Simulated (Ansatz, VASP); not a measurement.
**SiC (Moissanite): VASP beside Ansatz**

File INCAR:

```
SYSTEM = SiC
PREC     = Accurate       ! precision mode
ENCUT    = 520            ! plane-wave cutoff, eV
EDIFF    = 1E-6           ! SCF threshold, eV
ISMEAR   = 0              ! smearing method
SIGMA    = 0.01           ! smearing width, eV
LREAL    = .FALSE.        ! projectors in reciprocal space
LASPH    = .TRUE.         ! aspherical terms in the spheres
NELM     = 80             ! most SCF steps
ALGO     = Normal         ! electronic algorithm
ISIF     = 2              ! what is computed and relaxed
LWAVE    = .FALSE.        ! write WAVECAR
LCHARG   = .FALSE.        ! write CHGCAR
GGA      = PE             ! functional
NBANDS   = 16             ! bands
```

KPOINTS

```
Automatic mesh
0
G
  5 5 3
  0 0 0
```

Contents of POSCAR:

```
SiC
1.0
    3.0760000000      0.0000000000      0.0000000000
   -1.5380000000      2.6638941400      0.0000000000
    0.0000000000      0.0000000000      5.0480000000
Si C
2 2
Direct
    0.3333333333      0.6666666667      0.0000000000
    0.6666666667      0.3333333333      0.5000000000
    0.3333333333      0.6666666667      0.3850000000
    0.6666666667      0.3333333333      0.8900000000
```

Input for Ansatz:

```yaml
crystal:
  lattice:
    - [3.076, 0.0, 0.0]
    - [-1.538, 2.66389414, 0.0]
    - [0.0, 0.0, 5.048]
  atoms:
    - { symbol: Si, position: [0.3333333333333333, 0.6666666666666666, 0.0] }
    - { symbol: Si, position: [0.6666666666666666, 0.3333333333333333, 0.5] }
    - { symbol: C, position: [0.3333333333333333, 0.6666666666666666, 0.385] }
    - { symbol: C, position: [0.6666666666666666, 0.3333333333333333, 0.89] }
basis:
  ecutwfc: 517.016338673772
kpoints:
  mp_grid:
    grid: [5, 5, 3]
hamiltonian:
  xc: pbe
scf:
  occupations:
    method: fixed
output:
  forces: true
```

Alike in both runs: task single point; functional PBE; k mesh 5 × 5 × 3; no spin polarisation.

```csv
,VASP,Ansatz
version,VASP 6.6.1,Ansatz 0.2.0
potentials or method,"VASP PAW PBE potentials, release 64 (Si, C)","plane waves, PAW"
plane-wave cutoff (eV),520,517
occupations,"gaussian, width 0.01 eV",fixed
valence electrons in the cell,16,16
```

|  | VASP | Ansatz | Ansatz less VASP |
| --- | --- | --- | --- |
| rms of the force components (eV/Å) | 0.544 | 0.544 | 0.0000 |

Atom by atom the forces differ by 0.000 eV/Å (rms over components).

Caveats: the k mesh is coarse (spacing up to 0.47 Å⁻¹), so the values aren't converged; forces of over 1 eV/Å show positions far from the minimum, so gaps and moduli don't describe the material at rest. A k mesh can miss the band edges.
